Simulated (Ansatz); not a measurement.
A run of Ansatz 0.2.0 is set up as follows.

File input.yaml:

```yaml
crystal:
  lattice:
    - [0.0, 2.325, 2.325]
    - [2.325, 0.0, 2.325]
    - [2.325, 2.325, 0.0]
  atoms:
    - { symbol: Hf, position: [0.5, 0.5, 0.5] }
    - { symbol: C, position: [0.0, 0.0, 0.0] }
hamiltonian:
  xc: blyp
  pseudopotentials: { kind: paw }
kpoints:
  mp_grid: { grid: [10, 10, 10] }
  band_path:
    path:
      - [[0.0, 0.0, 0.0], [0.5, 0.0, 0.5], [0.5, 0.25, 0.75], [0.375, 0.375, 0.75], [0.0, 0.0, 0.0], [0.5, 0.5, 0.5], [0.625, 0.25, 0.625], [0.5, 0.25, 0.75], [0.5, 0.5, 0.5], [0.375, 0.375, 0.75]]
      - [[0.625, 0.25, 0.625], [0.5, 0.0, 0.5]]
    npoints: 14
scf:
  occupations: { method: fermi_dirac, width: 0.05 }
  n_extra_bands: 6
output:
  forces: true
  stress: true
  eigenvalues: true
  fatbands: false
  write_density: true
  write_potential: true
  elf: true
  volumetric_format: npy
```

Potentials or basis: Ansatz PAW.

The run is started by

```bash
$ ansatz run input.yaml --threads 2 --pin off --max-ram 5632MiB --backend cpu --events-out ev --progress --plain --runs-dir out
```

Task: Predict the pressure.

Result: 7.5 GPa.

Task: Predict the band gap on the k mesh.

Result: None (metal or under the smearing width).

Levels at the corners of the path, in eV from the Fermi level:
| point | band 11 | band 12 | band 13 | band 14 | band 15 | band 16 | band 17 | band 18 | band 19 | band 20 |
| --- | --- | --- | --- | --- | --- | --- | --- | --- | --- | --- |
| Γ | -11.17 | -11.17 | 0.96 | 0.96 | 0.96 | 1.31 | 1.31 | 1.31 | 3.25 | 3.25 |
| X | -11.19 | -10.47 | -2.53 | -1.71 | -0.11 | -0.11 | 5.11 | 6.46 | 6.46 | 8.42 |
| W | -11.19 | -9.65 | -3.01 | -2.65 | -2.65 | 3.58 | 3.58 | 6.47 | 6.95 | 8.02 |
| K | -11.18 | -9.74 | -3.46 | -2.67 | -1.70 | 1.56 | 5.56 | 5.97 | 8.04 | 8.11 |
| Γ | -11.17 | -11.17 | 0.96 | 0.96 | 0.96 | 1.31 | 1.31 | 1.31 | 3.25 | 3.25 |
| L | -11.17 | -8.48 | -6.07 | -3.07 | -3.07 | 5.09 | 5.09 | 5.60 | 6.88 | 11.11 |
| U | -11.18 | -9.74 | -3.46 | -2.67 | -1.70 | 1.56 | 5.56 | 5.97 | 8.04 | 8.11 |
| W | -11.19 | -9.65 | -3.01 | -2.65 | -2.65 | 3.58 | 3.58 | 6.47 | 6.95 | 8.02 |
| L | -11.17 | -8.48 | -6.07 | -3.07 | -3.07 | 5.09 | 5.09 | 5.60 | 6.88 | 11.11 |
| K | -11.18 | -9.74 | -3.46 | -2.67 | -1.70 | 1.56 | 5.56 | 5.97 | 8.04 | 8.11 |
| U | -11.18 | -9.74 | -3.46 | -2.67 | -1.70 | 1.56 | 5.56 | 5.97 | 8.04 | 8.11 |
| X | -11.19 | -10.47 | -2.53 | -1.71 | -0.11 | -0.11 | 5.11 | 6.46 | 6.46 | 8.42 |

Caveat: spin-orbit coupling is left out, which moves the levels of the heavy elements; the PAW data sets come from PBE, with cores solved anew for the run's functional, which leaves a small shift of forces and pressure.
